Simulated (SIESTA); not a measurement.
Runs of SIESTA 5.4.2 on SnSe. The structure is orthorhombic, space group Pnma (No. 62). Conventional cell: a = 11.420 Å, b = 4.190 Å, c = 4.460 Å, α = 90.00°, β = 90.00°, γ = 90.00°. Around Sn (site symmetry m) lie 3 Se at 2.69 to 2.83 Å. Se (site symmetry m) has 3 Sn at 2.69 to 2.83 Å as nearest neighbours. 

| task | level | potentials or basis | gap on the mesh (eV) | pressure (GPa) | largest force (eV/Å) |
| --- | --- | --- | --- | --- | --- |
| band structure | PBE | PseudoDojo 0.4 standard (PBE files), DZ (energy shift 0.003 Ry; two zetas on semicore shells) | 0.59 | 4.1 | 0.93 |
| band structure | LDA | PseudoDojo 0.4 standard (LDA files), DZP (energy shift 0.003 Ry; two zetas on semicore shells) | 0.49 | -0.5 | (b) |
| band structure | PBE | SG15 1.2 (PBE files) or PseudoDojo by element, DZP (energy shift 0.003 Ry; two zetas on semicore shells) | 0.51 | 3.6 | 0.52 |
| band structure | PBEsol | PseudoDojo 0.4 standard (PBEsol files), DZP (energy shift 0.003 Ry; two zetas on semicore shells) | 0.49 | (c) | (a) |

Alike in all rows: no spin polarisation; cell as given; k mesh 3 × 6 × 6; smearing fermi-dirac 0.05 eV; grid cutoff 500 Ry; energy shift 0.003 Ry.

Q: Estimate the missing entries.

A: (a) 0.63; (b) 0.53; (c) 1.0.

Caveats: spin-orbit coupling is left out, which moves the levels of the heavy elements; the basis of atomic orbitals isn't converged, which shifts pressures, moduli and gaps; the basis has no polarisation orbitals (some runs).

A k mesh can miss the band edges, and the runs leave out spin-orbit coupling on Se, Sn.

The runs don't all hold the same shells in valence.
